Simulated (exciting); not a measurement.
# MoP: band structure with PBE

Crystal: MoP.

```
Mo P
1.0
     3.22300    0.00000    0.00000
    -1.61150    2.79120    0.00000
     0.00000    0.00000    3.19100
Mo P
1 1
Direct
  0.00000 0.00000 0.00000
  0.33333 0.66667 0.50000
```

| Property | Result |
| --- | --- |
| Program | exciting (release sodium) |
| Task | band structure |
| Functional | PBE |
| Potentials or basis | all-electron LAPW+lo, shipped species files, valence relativity iora* |
| rgkmax | 7.8 |
| k mesh | 10 × 10 × 8 |
| Occupations | fermi-dirac, width 0.05 eV |
| Spin | no spin polarisation |
| outputlevel | low |
| gmaxvr (cutoff of density and potential) | 14 1/bohr |
| lmaxapw (and lmaxmat) | 10 |
| lmaxvr | 8 |
| nempty | 14 |
| Valence relativity | iora* |
| epsengy | 1e-05 Ha |
| epspot | 1e-05 Ha |
| maxscl | 60 |
| Muffin-tin radii | Mo 2.3, P 2.0 bohr |

```
Band gap on the k mesh : none (metal or under the smearing width)
```

Levels at the corners of the path, in eV from the Fermi level:
```
point  band 5  band 6  band 7  band 8  band 9  band 10  band 11  band 12  band 13  band 14
    Γ  -13.91   -4.17   -3.29   -3.29   -0.69     0.29     0.29     4.15     4.15     5.57
    M  -11.28   -7.23   -3.93   -3.72   -1.26    -0.41     1.74     2.38     4.66     6.14
    K  -10.85   -6.55   -5.23   -3.74   -1.51    -0.06     0.69     0.81     6.86     8.85
    Γ  -13.91   -4.17   -3.29   -3.29   -0.69     0.29     0.29     4.15     4.15     5.57
    A  -11.47   -7.82   -2.71   -2.71   -1.66    -1.66     1.34     2.95     2.95     7.93
    L  -11.08   -6.12   -5.27   -4.42   -1.02     1.45     1.86     3.57     5.08     6.21
    H  -10.82   -6.87   -5.68   -3.23   -1.30     1.56     3.31     4.24     4.29     5.00
    A  -11.47   -7.82   -2.71   -2.71   -1.66    -1.66     1.34     2.95     2.95     7.93
    L  -11.08   -6.12   -5.27   -4.42   -1.02     1.45     1.86     3.57     5.08     6.21
    M  -11.28   -7.23   -3.93   -3.72   -1.26    -0.41     1.74     2.38     4.66     6.14
    K  -10.85   -6.55   -5.23   -3.74   -1.51    -0.06     0.69     0.81     6.86     8.85
    H  -10.82   -6.87   -5.68   -3.23   -1.30     1.56     3.31     4.24     4.29     5.00
```

States per cell in windows of 0.5 eV (zero at the Fermi level; states under -8 eV left out):
| from (eV) | total |
| --- | --- |
| -8.0 | 0.01 |
| -7.5 | 0.12 |
| -7.0 | 0.53 |
| -6.5 | 0.81 |
| -6.0 | 0.42 |
| -5.5 | 0.53 |
| -5.0 | 0.69 |
| -4.5 | 0.74 |
| -4.0 | 1.10 |
| -3.5 | 0.79 |
| -3.0 | 0.29 |
| -2.5 | 0.93 |
| -2.0 | 0.82 |
| -1.5 | 0.35 |
| -1.0 | 0.37 |
| -0.5 | 0.50 |
| 0.0 | 0.31 |
| 0.5 | 0.39 |
| 1.0 | 0.87 |
| 1.5 | 1.32 |
| 2.0 | 0.49 |
| 2.5 | 0.63 |
| 3.0 | 0.86 |
| 3.5 | 0.52 |
| 4.0 | 0.55 |
| 4.5 | 0.51 |
| 5.0 | 0.36 |
| 5.5 | 0.36 |
| 6.0 | 0.28 |
| 6.5 | 0.39 |
| 7.0 | 0.61 |
| 7.5 | 0.52 |

Wall time 2.1 min on 1 thread of Arm Neoverse V1, with other jobs on the host, peak memory 0.12 GiB.

Caveat: the log's total energy holds no entropy term; the free energy is that total less TS from the occupations.
